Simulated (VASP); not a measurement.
Crystal: BeS.

```xyz
2
Lattice="0.0000 2.4379 2.4379 2.4379 0.0000 2.4379 2.4379 2.4379 0.0000" Properties=species:S:1:pos:R:3 pbc="T T T"
Be    0.0000    0.0000    0.0000
S     1.2190    1.2190    1.2190
```

* Program: VASP 6.6.1
* Task: relaxation of cell and atoms
* Functional: PBE
* Dispersion: D3(BJ)
* Potentials or basis: VASP PAW PBE potentials, release 64 (Be, S)
* Cutoff: 600 eV
* k mesh: 8 × 8 × 8
* Occupations: gaussian, width 0.02 eV
* Spin: no spin polarisation

At the start: pressure -3.4 GPa; volume 14.49 Å³/atom.

How do energy, volume and symmetry change on relaxing?

Over 3 steps the energy falls by 5.7 meV/atom and the volume is 13.97 Å³/atom (-3.6 %); space group F-43m (No. 216, to 0.05 Å).

Step by step:
```tsv
step	energy change (eV)	largest force (eV/Å)	pressure (GPa)	volume (Å³)
1	0.0000	0.0000	-3.41	28.98
2	-0.0109	0.0000	0.84	27.71
3	-0.0115	0.0000	0.01	27.93
```

Final structure:
```yaml
crystal:
  lattice:
    - [0.00000, 2.40823, 2.40823]
    - [2.40823, 0.00000, 2.40823]
    - [2.40823, 2.40823, 0.00000]
  atoms:
    - { symbol: Be, position: [0.00000, 0.00000, 0.00000] }
    - { symbol: S, position: [0.25000, 0.25000, 0.25000] }
```
